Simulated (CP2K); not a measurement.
Runs of CP2K 2026.2 on LiCl. The structure is cubic, space group Fm-3m (No. 225). Conventional cell: a = 5.130 Å, b = 5.130 Å, c = 5.130 Å, α = 90.00°, β = 90.00°, γ = 90.00°. Around Cl (site symmetry m-3m) lie 6 Li at 2.56 Å. Li (site symmetry m-3m) has 6 Cl at 2.56 Å as nearest neighbours. 

```csv
task,level,potentials or basis,smearing,EPS_DEFAULT,NGRIDS,points a segment of the path (NPOINTS),bands added on the path,CUTOFF of the grids,gap on the mesh (eV),pressure (GPa)
band structure,PBEsol,"POTENTIAL_UZH Cl GTH-PBE-q7, Li GTH-PBE-q3; TZVP-MOLOPT-PBE-GTH basis",fermi-dirac 0.05 eV,1.0E-9,4,6,4,450 Ry,(a),-0.9
band structure,TB-mBJ,"POTENTIAL_UZH Cl GTH-PBE-q7, Li GTH-PBE-q3; TZVP-MOLOPT-PBE-GTH basis",fermi-dirac 0.05 eV,1.0E-9,4,6,4,675 Ry,6.97,-
band structure,r2SCAN,"POTENTIAL_UZH Cl GTH-SCAN-q7, Li GTH-SCAN-q3; TZVP-MOLOPT-SCAN-GTH basis",fermi-dirac 0.0259 eV,1.0E-10,5,10,4,675 Ry,(b),-0.3
band structure,LDA,"GTH_POTENTIALS Cl GTH-PADE-q7, Li GTH-PADE-q3; TZVP-MOLOPT-PBE-GTH basis",fermi-dirac 0.01 eV,1.0E-10,4,8,6,450 Ry,5.94,-3.0
```

Alike in all rows: no spin polarisation; cell as given; k mesh 9 × 9 × 9.

Q: Fill in the values left out.

A: (a) 6.09; (b) 7.20.

Caveats: the basis of atomic orbitals isn't converged, which shifts pressures, moduli and gaps; the potentials were made for another functional, which shifts forces and pressure (some runs); this is a model potential without an energy functional, so only levels have meaning (some runs).

Runs at the PBE level aren't shown here.
